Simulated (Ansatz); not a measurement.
Results of r²SCAN (PAW; Ansatz, an electronic-structure program) for rutile GeO₂.

Settings: plane-wave cutoff 560 eV, 8×8×12 k mesh (along the axes of the cell as run), Fermi–Dirac smearing 0.01 eV, scalar-relativistic PAW data made under PBE.

Cell (relaxed at this level):

```cif
data_Ge2O4
_chemical_formula_sum 'Ge2 O4'
_space_group_name_H-M_alt 'P 1'
_space_group_IT_number 1
_cell_length_a 4.41067
_cell_length_b 4.41067
_cell_length_c 2.86989
_cell_angle_alpha 90.000
_cell_angle_beta 90.000
_cell_angle_gamma 90.000
loop_
_space_group_symop_operation_xyz
  'x, y, z'
loop_
_atom_site_label
_atom_site_type_symbol
_atom_site_fract_x
_atom_site_fract_y
_atom_site_fract_z
_atom_site_occupancy
Ge1 Ge 0.00000 0.00000 0.00000 1
Ge2 Ge 0.50000 0.50000 0.50000 1
O1 O 0.30602 0.30602 0.00000 1
O2 O 0.80602 0.19398 0.50000 1
O3 O 0.19398 0.80602 0.50000 1
O4 O 0.69398 0.69398 0.00000 1
```

Task: What does this level give for the bulk modulus, band gap and pressure derivative B′ of the bulk modulus?

Result: 
- bulk modulus = 244 GPa
- band gap = 2.52 eV (direct)
- pressure derivative B′ of the bulk modulus = 6.0

Measured, for comparison: band gap 4.68 eV (temperature not stated, no zero-point or thermal correction, direct (forbidden), UV absorption; as tabulated in Mengle et al. (2019), arXiv:1905.10301); bulk modulus 251 GPa (room temperature, no zero-point or thermal correction, from measured elastic constants; as tabulated in Sevik and Bulutay (2007), arXiv:cond-mat/0610176). Computed (rounded) less measured: bulk modulus -3 %.

Note: the bulk modulus comes from volumes at which shape and atoms were relaxed.

Spin–orbit coupling is not included.
